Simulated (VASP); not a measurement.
# As (R-3m) in VASP: further runs

Aim: see how the results for As move with the level of theory and the settings. Levels: PBE, LDA. Tasks: relaxation of cell and atoms.

All numbers are computed with VASP 6.6.1; they aren't measurements. Logs are shortened: lines on timing, memory, paths and dates and some standing lists are left out, and cuts for length are marked.

**1. The structure**

It takes space group R-3m (No. 166, trigonal). The conventional cell has a = 3.762 Å, b = 3.762 Å, c = 10.542 Å, α = 90.00°, β = 90.00°, γ = 120.00°. Around As (site symmetry 3m) lie 3 As at 2.51 Å.

**2. Relaxation of cell and atoms, PBE**

Input file INCAR:

```
PREC = Accurate
ENCUT = 600
EDIFF = 1E-6
ISMEAR = 1
SIGMA = 0.1
LREAL = False
LASPH = True
NELM = 80
ALGO = Normal
ISIF = 3
LWAVE = False
LCHARG = False
GGA = PE
IBRION = 2
NSW = 90
EDIFFG = -0.01
```

Input file KPOINTS:

```
regular mesh
0
Gamma
  12 12 12
```

Input file POSCAR:

```
As
1.0
    1.8807968987      1.0858785957      3.5140619945
   -1.8807968987      1.0858785957      3.5140619945
    0.0000000000     -2.1717571915      3.5140619945
As
2
Direct
    0.7740000000      0.7740000000      0.7740000000
    0.2260000000      0.2260000000      0.2260000000
```

Potentials or basis: VASP PAW PBE potentials, release 64 (As).

Run with:

```
$ cat potpaw_PBE.64/As/POTCAR > POTCAR
$ mpirun -np 1 vasp_std > vasp.out
```

OUTCAR:

```text
PREC = Accurate
   ENCUT = 600
   EDIFF = 1E-6
   ISMEAR = 1
   LREAL = False
   LASPH = True
   NELM = 80
   ISIF = 3
   GGA = PE
   IBRION = 2
   NSW = 90
   EDIFFG = -0.01

 ion  position               nearest neighbor table
   1  0.774  0.774  0.774-   2 2.51   2 2.51   2 2.51
   2  0.226  0.226  0.226-   1 2.51   1 2.51   1 2.51

  LATTYP: Found a trigonal (rhomboedric) cell.
 ALAT       =     4.1310000000
 COS(alpha) =     0.5854247172

  Lattice vectors:

 A1 = (   1.8807968987,   1.0858785957,   3.5140619945)
 A2 = (  -1.8807968987,   1.0858785957,   3.5140619945)
 A3 = (   0.0000000000,  -2.1717571915,   3.5140619945)

Analysis of symmetry for initial positions (statically):
=====================================================================
 Subroutine PRICEL returns:
 Original cell was already a primitive cell.

 Routine SETGRP: Setting up the symmetry group for a
 trigonal (rhombohedral) supercell.

 Subroutine GETGRP returns: Found 12 space group operations
 (whereof 12 operations were pure point group operations)
 out of a pool of 12 trial point group operations.

The static configuration has the point symmetry D_3d.

Analysis of symmetry for dynamics (positions and initial velocities):
=====================================================================
 Subroutine PRICEL returns:
 Original cell was already a primitive cell.

 Routine SETGRP: Setting up the symmetry group for a
 trigonal (rhombohedral) supercell.

 Subroutine GETGRP returns: Found 12 space group operations
 (whereof 12 operations were pure point group operations)
 out of a pool of 12 trial point group operations.

The dynamic configuration has the point symmetry D_3d.

 Subroutine INISYM returns: Found 12 space group operations
 (whereof 12 operations are pure point group operations),
 and found     1 'primitive' translations

----------------------------------------------------------------------------------------

                                     Primitive cell

  volume of cell :      43.0610

  direct lattice vectors                    reciprocal lattice vectors
     1.880796899  1.085878596  3.514061995     0.265844760  0.153485544  0.094856987
    -1.880796899  1.085878596  3.514061995    -0.265844760  0.153485544  0.094856987
     0.000000000 -2.171757191  3.514061995     0.000000000 -0.306971087  0.094856987

  length of vectors
     4.131000000  4.131000000  4.131000000     0.321292852  0.321292852  0.321292852

  position of ions in fractional coordinates (direct lattice)
     0.774000000  0.774000000  0.774000000
     0.226000000  0.226000000  0.226000000

  ion indices of the primitive-cell ions
   primitive index   ion index
                 1           1
                 2           2

----------------------------------------------------------------------------------------

 KPOINTS: regular mesh

Automatic generation of k-mesh.
 Grid dimensions read from file:
 generate k-points for:   12   12   12

 Generating k-lattice:

  Cartesian coordinates                     Fractional coordinates (reciprocal lattice)
     0.022153730  0.012790462  0.007904749     0.083333333  0.000000000  0.000000000
    -0.022153730  0.012790462  0.007904749     0.000000000  0.083333333  0.000000000
     0.000000000 -0.025580924  0.007904749     0.000000000  0.000000000  0.083333333

  Length of vectors
     0.026774404  0.026774404  0.026774404

  Shift w.r.t. Gamma in fractional coordinates (k-lattice)
     0.000000000  0.000000000  0.000000000

 Subroutine IBZKPT returns following result:
 ===========================================

 Found    189 irreducible k-points:

 Following reciprocal coordinates:
            Coordinates               Weight
  0.000000  0.000000  0.000000      1.000000
  0.083333  0.000000  0.000000      6.000000
  0.166667 -0.000000 -0.000000      6.000000
  0.250000  0.000000  0.000000      6.000000
  0.333333 -0.000000 -0.000000      6.000000
  0.416667 -0.000000 -0.000000      6.000000
[... 16 lines left out ...]
  0.500000  0.166667  0.000000     12.000000
 -0.416667  0.166667  0.000000     12.000000
 [... further k-points ...]
   k-points           NKPTS =    189   k-points in BZ     NKDIM =    189   number of bands    NBANDS=      9
   number of dos      NEDOS =    301   number of ions     NIONS =      2
   total plane-waves  NPLWV =  46656
   dimension x,y,z NGX =    36 NGY =   36 NGZ =   36
   dimension x,y,z NGXF=    72 NGYF=   72 NGZF=   72
   ions per type =               2
   NGX,Y,Z   is equivalent  to a cutoff of  14.49, 14.49, 14.49 a.u.
   NGXF,Y,Z  is equivalent  to a cutoff of  28.98, 28.98, 28.98 a.u.
 SYSTEM =  unknown system
   PREC   = accura    normal or accurate (medium, high low for compatibility)
   ISTART =      0    job   : 0-new  1-cont  2-samecut
   ICHARG =      2    charge: 1-file 2-atom 10-const
   ISPIN  =      1    spin polarized calculation?
   LNONCOLLINEAR =      F non collinear calculations
   LSORBIT =      F    spin-orbit coupling
   LASPH  =      T    aspherical Exc in radial PAW
   ENCUT  =  600.0 eV  44.10 Ry    6.64 a.u.   8.25  8.25  8.25*2*pi/ulx,y,z
   NELM   =     80;   NELMIN=  2; NELMDL= -5     # of ELM steps
   EDIFF  = 0.1E-05   stopping-criterion for ELM
   LREAL  =      F    real-space projection
   EDIFFG = -.1E-01   stopping-criterion for IOM
   NSW    =     90    number of steps for IOM
   IBRION =      2    ionic relax: 0-MD 1-quasi-New 2-CG
   NFREE  =      1    steps in history (QN), initial steepest desc. (CG)
   ISIF   =      3    stress and relaxation
   ISYM   =      2    0-nonsym 1-usesym 2-fastsym
   POTIM  = 0.5000    time-step for ionic-motion
   TEBEG  =    0.0;   TEEND  =   0.0 temperature during run
   PSTRESS=    0.0 pullay stress
   NELECT =      10.0000    total number of electrons
   NUPDOWN=      -1.0000    fix difference up-down
   EMIN   =  10.00;   EMAX   =-10.00  energy-range for DOS
   EFERMI =   0.00;   METHOD = LEGACY
   ISMEAR =     1;   SIGMA  =   0.10  broadening in eV -4-tet -1-fermi 0-gaus
   EFERMI_NEDOS =   21; number of points for ismear=-14 and -15
   IALGO  =     38    algorithm
   IMIX   =      4    mixing-type and parameters
     AMIX     =   0.40;   BMIX     =  1.00
     AMIX_MAG =   1.60;   BMIX_MAG =  1.00
  volume/ion in A,a.u.               =      21.53       145.29
  Fermi-wavevector in a.u.,A,eV,Ry     =   1.006268  1.901570 13.776916  1.012575
  Thomas-Fermi vector in A             =   2.138999
   LORBIT       =      0    0 simple, 1 ext, 2 COOP (PROOUT), +10 PAW based schemes
   GGA     = PE    functional components
   LHFCALC =     F    Hartree Fock is set to
   AEXX    =    0.0000 exact exchange contribution
   IVDW    =     0    specifies the selected vdW correction
   LEPSILON=     F    determine dielectric tensor
   LRPA    =     F    only Hartree local field effects (RPA)
 conjugate gradient relaxation of ions
 non-spin polarized calculation
 Methfessel and Paxton  Order N= 1 SIGMA  =   0.10
  energy-cutoff  :      600.00
  volume of cell :       43.06
 maximum number of plane-waves:      1458
 NGX is ok and might be reduce to    36
   NGX = 17   NGY = 17   NGZ = 17

--------------------------------------- Ionic step        1  -------------------------------------------

 number of electron      10.0000000 magnetization

 Free energy of the ion-electron system (eV)
  ---------------------------------------------------
  ext. energy  EPLUGINS =         0.00000000
  ---------------------------------------------------
  free energy    TOTEN  =        -9.31340470 eV

  energy without entropy =       -9.31334422  energy(sigma->0) =       -9.31338454

 E-fermi :   5.4769     XC(G=0):  -9.9634

 val. band max:        5.4648297458   @ k =   0.4167   0.3333   0.3333
 cond. band min:       5.4852269402   @ k =   0.3333   0.1667   0.1667
 fundamental gap:      0.0203971944
 Fermi energy:         5.4769351653

 k-point     1 :       0.0000    0.0000    0.0000
  band No.  band energies     occupation
      1      -9.6070      2.00000
      2      -0.3199      2.00000
      3       2.9894      2.00000
      4       3.4190      2.00000
      5       3.4190      2.00000
      6       7.0459     -0.00000
      7       8.3616      0.00000
      8       8.3616      0.00000
      9      12.3456      0.00000
[... 265 lines left out ...]
 k-point    24 :      -0.4167    0.1667    0.0000
  band No.  band energies     occupation
      1      -6.6469      2.00000
      2      -5.5425      2.00000
      3       0.8160      2.00000
      4       2.4166      2.00000
      5       3.5883      2.00000
      6       6.6272     -0.00000
      7       6.9591     -0.00000
      8       8.9754      0.00000
      9      13.2978      0.00000

 [... further k-points ...]
[... 5 lines left out ...]
  --------------------------------------------------------------------------------------
  -------------------------------------------------------------------------------------
  Total        1.1752516      1.1752516      0.9458775      0.0000000     -0.0000000      0.0000000
  in kB       43.7277959     43.7277959     35.1934326      0.0000000     -0.0000000      0.0000000
  external PRESSURE =      40.8830081 kB  Pullay stress =       0.0000000 kB
[... 89 lines left out ...]
  FREE ENERGIE OF THE ION-ELECTRON SYSTEM (eV)
  ---------------------------------------------------
  free  energy   TOTEN  =        -9.3431640144 eV

  energy  without entropy=       -9.3431579859  energy(sigma->0) =       -9.34316200

[... ionic steps 4 to 7 ...]

--------------------------------------- Ionic step        8  -------------------------------------------

 number of electron      10.0000000 magnetization

------------------------ aborting loop because EDIFF is reached ----------------------------------------

  FORCE on cell =-STRESS in cart. coord.  units (eV):
  Direction    XX          YY          ZZ          XY          YZ          ZX
  --------------------------------------------------------------------------------------
  -------------------------------------------------------------------------------------
  Total       -0.0241005     -0.0241005      0.0175340      0.0000000     -0.0000000      0.0000000
  in kB       -0.8541810     -0.8541810      0.6214467      0.0000000     -0.0000000      0.0000000
  external PRESSURE =      -0.3623051 kB  Pullay stress =       0.0000000 kB
[... 57 lines left out ...]
  energy  without entropy=       -9.3433919105  energy(sigma->0) =       -9.34339229

--------------------------------------- Ionic step       10  -------------------------------------------

 number of electron      10.0000000 magnetization

 Free energy of the ion-electron system (eV)
  ---------------------------------------------------
  ext. energy  EPLUGINS =         0.00000000
  ---------------------------------------------------
  free energy    TOTEN  =        -9.34342888 eV

  energy without entropy =       -9.34341614  energy(sigma->0) =       -9.34342463

 E-fermi :   4.9217     XC(G=0):  -9.7543

 val. band max:        4.9147786495   @ k =   0.4167   0.3333   0.3333
 cond. band min:       4.9769608884   @ k =   0.4167  -0.0000  -0.0000
 fundamental gap:      0.0621822388
 Fermi energy:         4.9217211317

 k-point     1 :       0.0000    0.0000    0.0000
  band No.  band energies     occupation
      1      -9.6821      2.00000
      2      -1.1369      2.00000
      3       2.5247      2.00000
      4       3.0523      2.00000
      5       3.0523      2.00000
      6       6.6026     -0.00000
      7       7.7653      0.00000
      8       7.7653      0.00000
      9      11.8324      0.00000
[... 265 lines left out ...]
 k-point    24 :      -0.4167    0.1667    0.0000
  band No.  band energies     occupation
      1      -6.8781      2.00000
      2      -5.8427      2.00000
      3       0.5817      2.00000
      4       2.0140      2.00000
      5       3.1189      2.00000
      6       6.0170     -0.00000
      7       6.3591     -0.00000
      8       8.2867      0.00000
      9      12.7000      0.00000

 [... further k-points ...]
[... 5 lines left out ...]
  --------------------------------------------------------------------------------------
  -------------------------------------------------------------------------------------
  Total       -0.0045881     -0.0045881     -0.0007432      0.0000000      0.0000000      0.0000000
  in kB       -0.1625398     -0.1625398     -0.0263305      0.0000000      0.0000000      0.0000000
  external PRESSURE =      -0.1171367 kB  Pullay stress =       0.0000000 kB
[... 17 lines left out ...]
  FREE ENERGIE OF THE ION-ELECTRON SYSTEM (eV)
  ---------------------------------------------------
  free  energy   TOTEN  =        -9.3434288765 eV

  energy  without entropy=       -9.3434161409  energy(sigma->0) =       -9.34342463

 reached required accuracy - stopping structural energy minimisation
```

It took 3.2 min on 1 thread of Intel Xeon 6975P-C (Granite Rapids), shared host; peak memory 0.27 GiB.

Results:

- Free energy: -9.3434 eV
- Relaxed volume: 22.61 Å³/atom
- Relaxed cell: a = 4.208 Å, b = 4.208 Å, c = 4.208 Å, α = 53.93°, β = 53.93°, γ = 53.93°
- Space group after relaxing (to 0.05 Å): R-3m (No. 166)
- Energy gained by relaxing: 15.0 meV/atom
- Ionic steps: 10
- Pressure after relaxing: 0.0 GPa
- Largest force after relaxing: 0.008 eV/Å
- Band gap on the k mesh: none (metal or under the smearing width)

Forces on the atoms (eV/Å):
```
As   0.000  0.000  0.008
As   0.000  0.000 -0.008
```

The path:
| step | energy change (eV) | largest force (eV/Å) | pressure (GPa) | volume (Å³) |
| --- | --- | --- | --- | --- |
| 1 | 0.0000 | 0.4952 | 4.09 | 43.06 |
| 2 | -0.0113 | 0.3862 | -2.68 | 46.58 |
| 3 | -0.0298 | 0.0226 | 0.04 | 44.97 |
| 4 | -0.0298 | 0.0129 | 0.11 | 44.93 |
| 5 | -0.0298 | 0.0068 | 0.09 | 44.97 |
| 6 | -0.0299 | 0.0114 | 0.05 | 45.10 |
| 7 | -0.0299 | 0.0189 | 0.03 | 45.15 |
| 8 | -0.0300 | 0.0029 | -0.04 | 45.21 |
| 9 | -0.0300 | 0.0104 | -0.09 | 45.25 |
| 10 | -0.0300 | 0.0085 | -0.01 | 45.23 |

Final structure:
```xyz
2
Lattice="1.9082 1.1017 3.5855 -1.9082 1.1017 3.5855 0.0000 -2.2034 3.5855" Properties=species:S:1:pos:R:3 pbc="T T T"
As    0.0000    0.0000    8.3167
As    0.0000    0.0000    2.4398
```

[end of part 1 of 2]
